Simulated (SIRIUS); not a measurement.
ZrC:

```
Zr C
1.0
     0.00000    2.36500    2.36500
     2.36500    0.00000    2.36500
     2.36500    2.36500    0.00000
Zr C
1 1
Direct
  0.50000 0.50000 0.50000
  0.00000 0.00000 0.00000
```

* Program: SIRIUS 7.10.0
* Task: single point
* Functional: PBEsol
* Potentials or basis: PseudoDojo 0.4.1 PBEsol standard (scalar relativistic)
* Cutoff: 1127 eV
* Density cutoff: 4507 eV
* k mesh: 10 × 10 × 10
* Occupations: fermi-dirac, width 0.05 eV
* Spin: no spin polarisation

On this cell: pressure -8.3 GPa; largest force zero by symmetry; band gap on the k mesh none (metal or under the smearing width).

The same run follows on a disturbed copy (atoms moved at random, drawn with an rms of 0.05 Å):

```
Zr C
1.0
     0.00000    2.36500    2.36500
     2.36500    0.00000    2.36500
     2.36500    2.36500    0.00000
Zr C
1 1
Cartesian
  2.3705 2.3569 2.3320
  0.0399 0.0252 -0.0370
```

Problem. What does the disturbed cell give?

Solution. The energy (extrapolated to zero smearing) moves by +3.9 meV/atom; pressure -8.1 GPa; largest force 0.313 eV/Å; band gap on the k mesh none (metal or under the smearing width).

Forces in eV/Å, atoms in the order of the input:
```
Zr   0.223  0.217 -0.027
C   -0.223 -0.217  0.027
```

Stress tensor (GPa, compression positive):
```
-8.02 -0.14  0.02
-0.14 -8.03  0.02
 0.02  0.02 -8.28
```
